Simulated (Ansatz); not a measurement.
A single layer of SnO after relaxation:

```
CELL_PARAMETERS angstrom
3.82065 0.00001 0.00000
-0.00001 3.82065 0.00000
0.00000 0.00000 30.63443
ATOMIC_POSITIONS crystal
Sn 0.99985 0.99985 0.46142
O 0.99985 0.49985 0.50000
O 0.49985 0.99985 0.50000
Sn 0.49985 0.49985 0.53858
```

The calculation used DFT PBE+D3(BJ), scalar-relativistic, plane waves, PAW (Ansatz). Cutoff 420 eV; k points 6×6×1 on the computed 4-atom cell (Γ-centred); Gaussian smearing, width 0.02 eV; no spin polarisation. No periodic images along c.

Task: What do its bands look like near the Fermi level?

Result: Path Γ–X–S–Y–Γ–S, 16 steps a segment, one row in 2; levels in eV from the Fermi level, bands counted among those of the PAW valence electrons:

```csv
k (1/Å),point,band 18,band 19,band 20,band 21,band 22,band 23
0.000,Γ,-3.20,-3.20,-1.60,1.57,1.66,3.67
0.103,,-3.24,-3.19,-1.60,1.66,1.74,3.71
0.206,,-3.34,-3.17,-1.58,1.93,1.97,3.41
0.308,,-3.50,-3.13,-1.57,2.27,2.31,2.92
0.411,,-3.71,-3.04,-1.56,2.46,2.52,2.75
0.514,,-3.97,-2.87,-1.60,2.10,2.41,3.22
0.617,,-4.25,-2.63,-1.69,1.83,2.07,3.68
0.720,,-4.54,-2.35,-1.85,1.68,1.79,4.06
0.822,X,-4.83,-2.08,-2.08,1.67,1.67,4.27
0.925,,-4.60,-2.08,-2.08,1.67,1.67,4.30
1.028,,-4.22,-2.08,-2.08,1.69,1.69,4.38
1.131,,-3.81,-2.10,-2.10,1.71,1.71,4.35
1.233,,-3.41,-2.12,-2.12,1.72,1.72,4.06
1.336,,-3.07,-2.15,-2.15,1.70,1.70,3.80
1.439,,-2.79,-2.19,-2.19,1.65,1.65,3.68
1.542,,-2.62,-2.22,-2.22,1.59,1.59,3.67
1.645,S,-2.56,-2.23,-2.23,1.57,1.57,3.68
1.747,,-2.62,-2.22,-2.22,1.59,1.59,3.67
1.850,,-2.79,-2.19,-2.19,1.65,1.65,3.68
1.953,,-3.07,-2.15,-2.15,1.70,1.70,3.80
2.056,,-3.41,-2.12,-2.12,1.72,1.72,4.06
2.158,,-3.81,-2.10,-2.10,1.71,1.71,4.35
2.261,,-4.22,-2.08,-2.08,1.69,1.69,4.38
2.364,,-4.60,-2.08,-2.08,1.67,1.67,4.30
2.467,Y,-4.83,-2.08,-2.08,1.67,1.67,4.27
2.570,,-4.54,-2.35,-1.85,1.68,1.79,4.06
2.672,,-4.25,-2.63,-1.69,1.83,2.07,3.68
2.775,,-3.97,-2.87,-1.60,2.10,2.41,3.22
2.878,,-3.71,-3.04,-1.56,2.46,2.52,2.75
2.981,,-3.50,-3.13,-1.57,2.27,2.31,2.92
3.083,,-3.34,-3.17,-1.58,1.93,1.97,3.41
3.186,,-3.24,-3.19,-1.60,1.66,1.74,3.71
3.289,Γ,-3.20,-3.20,-1.60,1.57,1.66,3.67
3.434,,-3.29,-3.15,-1.59,1.75,1.82,3.70
3.580,,-3.40,-3.05,-1.57,2.22,2.24,3.10
3.725,,-3.34,-2.94,-1.56,2.47,2.75,2.83
3.870,,-3.11,-2.83,-1.59,1.96,3.15,3.35
4.016,,-2.81,-2.72,-1.72,1.62,2.69,3.32
4.161,,-2.64,-2.51,-1.92,1.49,2.13,3.44
4.307,,-2.58,-2.30,-2.13,1.52,1.73,3.59
4.452,S,-2.56,-2.23,-2.23,1.57,1.57,3.68
```

Band gap: 3.05 eV.

Cost: 1 run of about 0.75 core-minutes, on Intel Xeon 6975P-C (Granite Rapids) (shared hosts).